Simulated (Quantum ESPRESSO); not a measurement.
## TaN under changes of volume

One of the cells (10.813 Å³/atom); the others are scaled copies at fixed shape and fractional positions:

```xyz
2
Lattice="0.0000 2.2113 2.2113 2.2113 0.0000 2.2113 2.2113 2.2113 0.0000" Properties=species:S:1:pos:R:3 pbc="T T T"
Ta    2.2113    2.2113    2.2113
N     0.0000    0.0000    0.0000
```

The cell comes from a database or a generator and needn't be the stable form of this composition.

```yaml
Program: Quantum ESPRESSO 7.5
Functional: r2SCAN
Potentials_or_basis: SG15 PBE 1.2
Cutoff: 1197 eV
Density_cutoff: 4789 eV
k_mesh: 6 × 6 × 6
Occupations: fermi-dirac, width 0.05 eV
Spin: no spin polarisation
```

| volume (Å³/atom) | energy over the lowest point (meV/atom) | pressure (GPa) |
| --- | --- | --- |
| 10.164 | 2.01 | 5.5 |
| 10.381 | 0.00 | -2.3 |
| 10.597 | 8.04 | -9.3 |
| 10.813 | 25.03 | -15.6 |
| 11.030 | ? | ? |
| 11.246 | 82.02 | -26.1 |
| 11.462 | 120.32 | -30.5 |

Task: What does the run at 11.030 Å³/atom give?

Result: Energy over the lowest point 49.99 meV/atom; pressure -21.2 GPa.

Worked out: A Birch-Murnaghan fit of order 3 (a polynomial in V^(-2/3)) to the other rows has its minimum at 10.31 Å³/atom with B0 = V·E''(V) = 368 GPa and B' = 4.6. It gives 50.04 meV/atom at 11.030 Å³/atom, against the run's 49.99, and -dE/dV = -21.2 GPa, against -21.2.

Energies are extrapolated to zero smearing.

Caveats: all runs use coarse meshes; the potentials were made for another functional, which shifts forces and pressure; the cell as given lies far from equilibrium (some runs).
